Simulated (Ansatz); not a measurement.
# MoP4: straining the crystal, biaxial strain in the a-b plane

An exercise on one series of results from a longer session: the logs are not shown, and one member is left open.

Program: Ansatz 0.2.0. Level of theory: DFT PBEsol, scalar-relativistic, plane waves, PAW. These are calculated values, not measurements.

## The starting structure

It takes space group C2/c (No. 15, monoclinic). The conventional cell has a = 5.294 Å, b = 11.114 Å, c = 5.778 Å, α = 90.00°, β = 110.51°, γ = 90.00°. Around Mo (site symmetry 2) lie 6 P at 2.38 to 2.45 Å. P (site symmetry 1) has 2 P at 2.20 to 2.23 Å and 2 Mo at 2.38 to 2.45 Å in its first shell of neighbours. P (site symmetry 1) has 3 P at 2.21 to 2.23 Å and 1 Mo at 2.42 Å in its first shell of neighbours.

Structure file:

```
Mo P
1.0
     2.64689   -5.55722    0.00483
     2.64689    5.55722    0.00483
    -2.03419    0.00000    5.40800
Mo P
2 8
Direct
  0.94205 0.05795 0.25000
  0.05795 0.94205 0.75000
  0.18295 0.37419 0.68200
  0.62581 0.81705 0.81800
  0.81705 0.62581 0.31800
  0.37419 0.18295 0.18200
  0.05688 0.49731 0.19006
  0.50269 0.94312 0.30994
  0.94312 0.50269 0.80994
  0.49731 0.05688 0.69006
```

It is the result of an earlier relaxation at this level (volume 15.92 Å³/atom; gap on the mesh: none (metal)).

The unstrained cell comes from an earlier run at this level (10 atoms, E(σ→0) -15719.4247 eV, gap none (metal)).

The first run:

File input.yaml:

```yaml
crystal:
  lattice:
    - [2.6204211294, -5.5016448901, 0.0047858059]
    - [2.6204211294, 5.5016448901, 0.0047858059]
    - [-2.0140104188, 0.0, 5.4405111512]
  atoms:
    - { symbol: Mo, position: [0.9420458153, 0.0579541847, 0.25] }
    - { symbol: Mo, position: [0.0579541847, 0.9420458153, 0.75] }
    - { symbol: P, position: [0.1829539966, 0.3741936481, 0.6819998544] }
    - { symbol: P, position: [0.6258063519, 0.8170460034, 0.8180001456] }
    - { symbol: P, position: [0.8170460034, 0.6258063519, 0.3180001456] }
    - { symbol: P, position: [0.3741936481, 0.1829539966, 0.1819998544] }
    - { symbol: P, position: [0.0568821512, 0.4973146812, 0.1900550196] }
    - { symbol: P, position: [0.5026853188, 0.9431178488, 0.3099449804] }
    - { symbol: P, position: [0.9431178488, 0.5026853188, 0.8099449804] }
    - { symbol: P, position: [0.4973146812, 0.0568821512, 0.6900550196] }
basis:
  ecutwfc: 420
kpoints:
  mp_grid: { grid: [8, 8, 8] }
hamiltonian:
  xc: pbesol
scf:
  occupations: { method: gaussian, width: 0.1 }
output:
  forces: true
  stress: true
  eigenvalues: true
relax:
  adjacent_minimum: "off"
  f_tol: 0.008
  max_steps: 40
  cell: { stress_tol: 0.015, fix: [a, b, gamma] }
```

On the command line:

```console
$ ansatz run input.yaml --threads 2 --pin off --max-ram 5120MiB --backend cpu --events-out ev --progress --plain --runs-dir out
```

Among the steps run: The cell strained by -1.0 %; Strain +1.0 %; At -2.0 %; Strain +2.0 %.

One table of the session follows, with a row left open; its other results are not shown here.

It belongs to the step «Energy and stress against strain (a metal throughout)». Lengths are those of the vectors of the cell that was run; stresses in GPa:

```
strain (%)  ΔE (meV/atom)  a (Å)  b (Å)  c (Å)
      -2.0           17.7  6.032  6.032  5.801
      -1.0            4.3  6.094  6.094  5.789
      +0.0            0.0  6.155  6.155  5.778
      +1.0              ?      ?      ?      ?
      +2.0           15.6  6.278  6.278  5.758
```

**Question.** Estimate the row for strain (%) = +1.0.

Worked estimate for «ΔE (meV/atom)». A straight line through the neighbours (0.0, 0.0) and (2.0, 15.6) gives 0.0 + (15.6 − 0.0) × (1.0 − 0.0) / (2.0 − 0.0) = 7.8; a parabola fitted to 3 rows on both sides gives 3.8.

The run gave: ΔE (meV/atom): 4.0; a (Å): 6.217; b (Å): 6.217; c (Å): 5.768. In «ΔE (meV/atom)» the line misses by +3.8 and the parabola by -0.2.

ΔE is over the unstrained cell. Stress in GPa, positive in compression, on the Cartesian axes of the input. 
